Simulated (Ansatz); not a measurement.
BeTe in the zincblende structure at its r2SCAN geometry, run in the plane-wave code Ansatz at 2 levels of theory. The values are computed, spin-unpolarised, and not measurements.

The DDH-PBE0 input:
```yaml
crystal:
  lattice:
    - [0.0, 2.8286236224, 2.8286236224]
    - [2.8286236224, 0.0, 2.8286236224]
    - [2.8286236224, 2.8286236224, 0.0]
  atoms:
    - { symbol: Be, position: [0.0, 0.0, 0.0] }
    - { symbol: Te, position: [0.25, 0.25, 0.25] }
  host: atoms
kpoints:
  mp_grid: { grid: [6, 6, 6] }
  band_path:
    path:
      - [0.0, 0.0, 0.0]
      - [-0.5, -0.5, 0.0]
      - [-0.375, -0.375, 0.25]
      - [-0.375, 0.0, 0.375]
      - [0.0, 0.0, 0.5]
      - [-0.5, -0.25, 0.25]
      - [0.0, 0.5, 0.5]
    npoints: 1
hamiltonian:
  xc:
    exchange: pbe
    correlation: pbe
    exx: { coeff: inverse_dielectric }
scf:
  occupations: { method: fixed }
  n_extra_bands: 4
output:
  forces: true
  stress: true
  eigenvalues: true
  write_density: true
  write_potential: true
  elf: true
  volumetric_format: npy
```

Main results, then, where recorded, the levels near the gap in eV from the Fermi energy (columns number the bands from 0), one row a point of the path (Γ, X, U, K, L, W, X):
```
Crystal: 2 atoms, lattice volume = 45.264 Å³
Symmetry: 24 space group operations
Space group: F-43m (ITA 216)
```
```
ε∞ on k-mesh 4×4×4 of a primitive cell: xx 7.4213, yy 7.4213, zz 7.4213; 3/Tr ε∞, of that cell with its empty space = 0.13474778007034444
Basis set: ecut = 420 eV, 893 PW (Γ)
k-points: 16 of 216 (time reversal used)
SCF 1 stopped early in 2 iterations: F = -7073.439173 eV  dr2 = 6.74e-6
SCF 2 stopped early in 5 iterations: F = -7075.555298 eV  dr2 = 3.68e-7
hybrid outer 1: dexx = +6.549e-4 eV, tail = 5.35e-6 eV
SCF 3 converged in 3 iterations: F = -7075.555326 eV  dr2 = 6.43e-9
hybrid outer 2: dexx = +6.135e-8 eV, tail = 1.34e-8 eV, Δε = 8.72e-4 eV
Free energy (F): -7075.555327 eV
Fermi energy:    6.818152 eV
--- Stress (GPa, compression-positive) ---
       -0.351591       0.000000       0.000000
        0.000000      -0.351591       0.000000
        0.000000       0.000000      -0.351591
  P = ⅓ Tr σ = -0.3516 GPa (-3.516 kbar)
```
```tsv
band_4	band_5	band_6	band_7	band_8	band_9	band_10	band_11
-37.489	-12.906	0.000	0.000	0.000	4.447	4.447	4.447
-37.487	-10.977	-5.384	-2.744	-2.744	2.727	3.426	10.776
-37.488	-11.002	-5.015	-4.026	-2.313	3.474	6.129	8.884
-37.488	-11.002	-5.015	-4.026	-2.313	3.474	6.129	8.884
-37.488	-11.495	-5.811	-1.171	-1.171	3.839	5.452	5.452
-37.488	-10.942	-4.836	-3.835	-3.316	6.087	6.443	6.489
-37.487	-10.977	-5.384	-2.744	-2.744	2.727	3.426	10.776
```

DDH-PBE0 gives an indirect gap of 2.73 eV, from Γ to X; the least direct gap is 4.45 eV at Γ.

PBE0. Against the first input these blocks differ (the band path and keys that only write files left aside):
```yaml
hamiltonian:
  xc: pbe0
```
(crystal.host left out)

```
Basis set: ecut = 420 eV, 893 PW (Γ)
k-points: 16 of 216 (time reversal used)
SCF 1 stopped early in 2 iterations: F = -7073.439017 eV  dr2 = 6.88e-6
SCF 2 stopped early in 5 iterations: F = -7077.380786 eV  dr2 = 1.75e-6
hybrid outer 1: dexx = +4.044e-3 eV, tail = 5.54e-5 eV
SCF 3 converged in 4 iterations: F = -7077.380935 eV  dr2 = 8.41e-9
hybrid outer 2: dexx = +2.745e-7 eV, tail = 2.63e-8 eV, Δε = 1.81e-3 eV
Free energy (F): -7077.380935 eV
Fermi energy:    6.451445 eV
--- Stress (GPa, compression-positive) ---
       -0.825803       0.000000       0.000000
        0.000000      -0.825803       0.000000
        0.000000       0.000000      -0.825803
  P = ⅓ Tr σ = -0.8258 GPa (-8.258 kbar)
```
```tsv
band_4	band_5	band_6	band_7	band_8	band_9	band_10	band_11
-38.594	-13.490	0.000	0.000	0.000	5.156	5.156	5.156
-38.591	-11.439	-5.670	-2.869	-2.869	3.347	4.061	11.744
-38.592	-11.464	-5.283	-4.211	-2.417	4.118	6.869	9.768
-38.592	-11.464	-5.283	-4.211	-2.417	4.118	6.869	9.768
-38.593	-11.992	-6.110	-1.221	-1.221	4.532	6.176	6.176
-38.593	-11.401	-5.095	-4.012	-3.461	6.769	7.183	7.310
-38.591	-11.439	-5.670	-2.869	-2.869	3.347	4.061	11.744
```

PBE0 gives an indirect gap of 3.35 eV, from Γ to X; the least direct gap is 5.16 eV at Γ. The mean pressure is -0.8 GPa (compression positive), so PBE0 would shrink the cell's volume. (The program warns that its thresholds are loose for a hybrid's stress.)

Totals of different functionals can't be compared.

No spin-orbit coupling is included; it can move band edges with weight on the heavy atoms by tenths of an eV.

The meshes of the hybrids are coarse, so their gaps aren't converged to the digits shown.
